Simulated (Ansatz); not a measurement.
InSe:

```
In Se
1.0
     4.04733    0.00000    0.00000
    -2.02366    3.50509    0.00000
     0.00000    0.00000   18.05206
In Se
4 4
Direct
  0.33333 0.66667 0.07739
  0.33333 0.66667 0.92261
  0.00000 0.00000 0.42261
  0.00000 0.00000 0.57739
  0.33333 0.66667 0.35298
  0.33333 0.66667 0.64702
  0.66667 0.33333 0.14700
  0.66667 0.33333 0.85300
```

Measurements of this composition are mostly on another form, of space group No. 160.

```yaml
Program: Ansatz 0.2.0
Task: relaxation of cell and atoms
Functional: PBE
Dispersion: D3(BJ)
Potentials_or_basis: Ansatz PAW
Cutoff: "420 eV (not typed: the program's choice for these potentials)"
k_mesh: 8 × 8 × 2
Occupations: fermi-dirac, width 0.05 eV
Spin: no spin polarisation
```

At the start: volume 32.01 Å³/atom.

Where does the relaxation end?

It ends after 7 steps and the volume is 29.31 Å³/atom (-8.4 %); space group P-6m2 (No. 187, to 0.05 Å).

The path:
| step | energy change (eV) | largest force (eV/Å) | volume (Å³) |
| --- | --- | --- | --- |
| 1 | 0.0000 | 0.2433 | 256.09 |
| 2 | -0.0569 | 0.2880 | 242.75 |
| 3 | -0.1235 | 0.1078 | 237.77 |
| 4 | -0.1380 | 0.0381 | 231.04 |
| 5 | -0.1417 | 0.0269 | 235.26 |
| 6 | -0.1423 | 0.0021 | 234.48 |
| 7 | -0.1391 | 0.0020 | 234.48 |

Final structure:
```
CELL_PARAMETERS angstrom
4.03623 0.00000 0.00000
-2.01811 3.49548 0.00000
0.00000 0.00000 16.61976
ATOMIC_POSITIONS crystal
In 0.33333 0.66667 0.08403
In 0.33333 0.66667 0.91597
In 0.00000 0.00000 0.41596
In 0.00000 0.00000 0.58404
Se 0.33333 0.66667 0.33875
Se 0.33333 0.66667 0.66125
Se 0.66667 0.33333 0.16134
Se 0.66667 0.33333 0.83866
```

Caveat: the plane-wave basis is chosen anew once the cell has moved, so the energies of steps on either side of that aren't comparable.
